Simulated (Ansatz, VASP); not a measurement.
## SrO in VASP and in Ansatz

```xyz
2
Lattice="0.0000 2.6202 2.6202 2.6202 0.0000 2.6202 2.6202 2.6202 0.0000" Properties=species:S:1:pos:R:3 pbc="T T T"
Sr    0.0000    0.0000    0.0000
O     2.6202    2.6202    2.6202
```

Change from the starting cell: volume scaled by 1.06.

Alike in both runs: task single point; functional PBE; k mesh 8 × 8 × 8; occupations fermi-dirac, width 0.02 eV; no spin polarisation.

|  | VASP | Ansatz |
| --- | --- | --- |
| version | VASP 6.6.1 | Ansatz 0.2.0 |
| potentials or method | VASP PAW PBE potentials, release 64 (Sr_sv, O), cutoff 520 eV | all-electron LAPW, scalar-relativistic |

```tsv
	VASP	Ansatz	Ansatz less VASP
gap on the k mesh at the Fermi level (eV)	3.29	3.33	+0.042
pressure (GPa)	-1.6	-2.1	-0.45
```

Ansatz ran all-electron here, so the differences hold the error of VASP's frozen core and of both bases.

A k mesh can miss the band edges.
